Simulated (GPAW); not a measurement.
# Quasiparticle gap of LiF (Griceite) in GPAW, part 2 of 2

Wanted: ground state, empty states, screening and self-energy for LiF (Griceite).

GPAW 26.7.0; PBE and many-body steps on it, plane waves. Known limits of the many-body steps: not at the basis limit.

So far. Step 3 (Bands along the symmetry lines): The gap is 9.068 eV, −0.002 eV from the run before at this level. Step 4 (Empty states on the mesh, 8×8×8 mesh, 95 bands): On this mesh the gap is 9.070 eV.

## Step 5: Screening and self-energy, 8×8×8 mesh, 85 bands, screening to 175 eV

G0W0 replaces the xc potential by the self-energy, built once from these orbitals. Only a window of levels is corrected, while the sums run over the empty bands that the input names.

This step: G0W0 on PBE, plane waves, PAW.

Input file run.py:

```python
import json
import numpy as np
from gpaw.mpi import world
from gpaw.response.g0w0 import G0W0

gw = G0W0('full.gpw',
    filename='gw',
    kpts=[0],
    bands=(2, 6),
    ecut=175,
    nbands=85,
    integrate_gamma='WS',
    ppa=True)
gw.calculate()
res = {mode: {k: v for k, v in r.items() if k != 'sigma_eskwn'}
       for mode, r in gw.all_results.items()}

if world.rank == 0:
    with open('result.json', 'w') as f:
        json.dump(res, f, default=lambda x: x.tolist())
```

On the command line:

```sh
> mpirun -n 4 gpaw python run.py
```

Numbers of over 12 decimals in the logs are rounded to 6 here.

What it wrote:

```text
Using integrator: PointIntegrator
FrequencyGridDescriptor(from 0.000+0.000j to 0.000+27.211j eV, 2 points)
Nonperiodic BCs:  [False False False]
Using integrator: PointIntegrator
FrequencyGridDescriptor(from 0.000+0.000j to 0.000+27.211j eV, 2 points)
Nonperiodic BCs:  [False False False]
  ___  _ _ _
 |   || | | |
 | | || | | |
 |__ ||_____|
 |___|

BZ k-points: Symmetries present (total): 48

  [... matrices ...]
512 k-points: 8 x 8 x 8 Monkhorst-Pack grid + [1/16,1/16,1/16]
29 k-points in the irreducible part of the Brillouin zone
       k-points in crystal coordinates                weights
   0:     0.00000000    0.00000000    0.00000000          1/512
   1:     0.12500000    0.12500000    0.00000000          6/512
   2:     0.12500000    0.12500000    0.12500000          8/512
   3:     0.25000000    0.12500000    0.12500000         12/512
   4:     0.25000000    0.25000000    0.00000000          6/512
   5:     0.25000000    0.25000000    0.12500000         24/512
   6:     0.25000000    0.25000000    0.25000000          8/512
   7:     0.37500000    0.25000000   -0.37500000         24/512
   8:     0.37500000    0.25000000    0.12500000         24/512
   9:     0.37500000    0.25000000    0.25000000         24/512
          ...
  28:     0.50000000    0.50000000    0.50000000          4/512

Distributing spins, k-points and bands (1 x 1 x 4) over 4 processes
Number of blocks: 1

Quasi particle states:
k-points (IBZ indices): [0]
Band range: (2, 6)
  [... matrices ...]
Computational parameters:
Plane wave cut-off: 175 eV
Number of bands: 85
Coulomb cutoff: None
Broadening: 0.1 eV

fxc modes: GW
Kernel: RPA
Using Godby-Needs plasmon-pole approximation:
  Fitting energy: i*E0, E0 = 1.000 Hartree
Summing all q:

Calculating screened Coulomb potential
No Coulomb truncation
FrequencyGridDescriptor(from 0.000+0.000j to 0.000+27.211j eV, 2 points)
Removing empty qpoint cache files...

Calculating chi0 body with:
    Ground state adapter containing:
    Number of spins: 1
    Number of kpoints: 512
    Number of irreducible kpoints: 29
    Number of completely occupied states: 4
    Number of partially occupied states: 4
    Occupied states memory: 0.35595703125 M / cpu

    Linear response parametrization:
    q_c: [0.0, 0.0, 0.0]
    Number of frequency points: 2
    Planewave cutoff: 175.0
    Number of bands: 85
    Number of planewaves: 65
    Broadening (eta): 1e-06
    comm.size: 4
    kncomm.size: 4
    blockcomm.size: 1

    Memory estimate of potentially large arrays:
        chi0_wGG: 0.128937 M / cpu
Integrating chi0 body.

Symmetries of q_c:
    Direct symmetries (Uq -> q): 48
    Indirect symmetries (TUq -> q): 0
In total 48 allowed symmetries.

  [... matrices ...]
29 groups of equivalent kpoints. 94.3359375% reduction.

Integral kind: response function
Integrating chi0 head and wings.

Symmetries of q_c:
    Direct symmetries (Uq -> q): 48
    Indirect symmetries (TUq -> q): 0
In total 48 allowed symmetries.

  [... matrices ...]
29 groups of equivalent kpoints. 94.3359375% reduction.

Integral kind: response function wings

Calculating chi0 body with:
    Ground state adapter containing:
    Number of spins: 1
    Number of kpoints: 512
    Number of irreducible kpoints: 29
    Number of completely occupied states: 4
    Number of partially occupied states: 4
    Occupied states memory: 0.35595703125 M / cpu

[... the further q-points ...]

Results:
f:      Occupation numbers
eps:     KS-eigenvalues [eV]
vxc:     KS vxc [eV]
exx:     Exact exchange [eV]
sigma:   Self-energies [eV]
dsigma:  Self-energy derivatives
Z:       Renormalization factors
qp:      QP-energies [eV]

k-point 0 (0): (0.000, 0.000, 0.000)                GW
band       f     eps     vxc     exx   sigma  dsigma       Z      qp
                                                                   GW
   2   1.000  -0.676 -24.228 -31.855   4.521  -0.221   0.819  -3.220
   3   1.000  -0.676 -24.228 -31.855   4.521  -0.221   0.819  -3.220
   4   0.000   8.393 -12.400  -7.510  -2.997  -0.122   0.891  10.081
   5   0.000  23.528  -9.361  -2.968  -3.826  -0.145   0.873  25.769
```

Wall time 2 min (4 MPI ranks of Arm Neoverse V1, shared host); peak memory 1.1 GiB.

Numbers from this step:

* G0W0 gap on the points computed: 13.30 eV
* least direct G0W0 gap on the computed points: 13.30 eV
* Z at the valence top: 0.8192
* Z at the conduction bottom: 0.8912
* starting gap on the mesh: 9.070 eV
* k of the valence top: 0, 0, 0
* k of the conduction bottom: 0, 0, 0

The gap on the mesh goes from 9.07 eV to 13.30 eV, a correction of +4.23 eV.

Limits: finite bands, cutoff and mesh. v1 is the top filled band, c1 the lowest empty one. The levels before and after the correction (eV, zero at the valence-band top of each column):

```tsv
	conduction bottom	valence top
Kohn-Sham	9.07	0.00
G0W0	13.30	0.00
```

```tsv
	level	energy (eV)
Kohn-Sham	Γ v2-v1	0.000
Kohn-Sham	Γ c1	9.070
Kohn-Sham	Γ c2	24.204
G0W0	Γ v2-v1	0.000
G0W0	Γ c1	13.301
G0W0	Γ c2	28.989
```

## Step 6: Where the time went

Times are wall times on 4 MPI ranks of Arm Neoverse V1, shared host, good to a factor of about two.

```tsv
step	time	share	memory (GiB)
ground state	5.7 s	4 %	0.58
bands along the symmetry lines	5 s	4 %	0.6
empty states on the mesh	6.7 s	5 %	0.74
screening and self-energy	2 min	88 %	1.1
```

## Step 7: Results

| Quantity | Value |
| --- | --- |
| PBE gap | 9.07 eV, indirect (only 2 meV under the direct gap) |
| G0W0 gap on the mesh | 13.30 eV |
| GW settings | 8×8×8 mesh, 85 bands, screening to 175 eV, Godby-Needs plasmon pole |
| known limits | not at the basis limit |

What this shows: G0W0 moves the gap on the mesh from 9.07 eV to 13.30 eV (+4.23 eV), with Z of 0.82 and 0.89 at the edges. Only 1 of the mesh's irreducible points was corrected, so a valley elsewhere could overtake. The dearest step here is «screening and self-energy». Bands and cutoff are finite, so the gap is not at the basis limit. The miss can reach some tenths of an eV and take either sign; the mesh is an error of its own. These stock PAW sets were not made for GW. In the G0W0 run levels were corrected at 1 k point alone, so a gap called «on the mesh» is the least over those, and an edge elsewhere would be missed.

[Paths, hosts, dates, memory and timing lines, banners, echoed tables and standing remarks are left out of the program output.]

[Logs are printed without paths, hosts, clocks, repeated set-up lines and the standing remarks that a program may print on its own settings, such as how far it seeks lower states.]

[Runs of the session that timed out or met a known fault of the program may be left out.]

[Hosts, paths, dates, database ids (printed as entryN), source tags and the programs' standing remarks are cut or masked in the printed files.]
